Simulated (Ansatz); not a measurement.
Runs of Ansatz 0.2.0 on SnO2. Symmetry: R-3m, No. 166, trigonal system. Conventional cell: a = 3.234 Å, b = 3.234 Å, c = 14.402 Å, α = 90.00°, β = 90.00°, γ = 120.00°. Sn (site symmetry -3m) is surrounded by 6 O at 2.13 Å. O (site symmetry 3m) has 3 Sn at 2.13 Å as nearest neighbours. Measurements of this composition are mostly on another form, of space group No. 136.

```csv
level,cutoff (eV),gap on the mesh (eV),pressure (GPa),relaxed volume (Å³/atom)
RPBE,420,2.30,0.0,17.43
revPBE,420,(c),0.0,18.42
PBE,420,1.99,0.0,14.72
BLYP,420,1.99,0.0,(b)
LDA,420,1.56,0.0,12.12
PBEsol,420,1.81,0.0,(a)
r2SCAN,500,2.44,0.0,12.94
```

Alike in all rows: task relaxation of cell and atoms; potentials or basis Ansatz PAW; no spin polarisation; cell relaxed; k mesh 10 × 10 × 10; smearing fermi-dirac 0.05 eV.

**Question.** Estimate the missing entries.

**Answer.** (a) 13.17; (b) 17.01; (c) 2.42.

Caveats: the plane-wave basis is chosen anew once the cell has moved, so the energies of steps on either side of that aren't comparable; spin-orbit coupling is left out, which moves the levels of the heavy elements; the PAW data sets come from PBE, with cores solved anew for the run's functional, which leaves a small shift of forces and pressure (some runs); the volume moved by over 15 % at a fixed basis, so the end points are rough (some runs).

A k mesh can miss the band edges, and the runs leave out spin-orbit coupling on Sn.
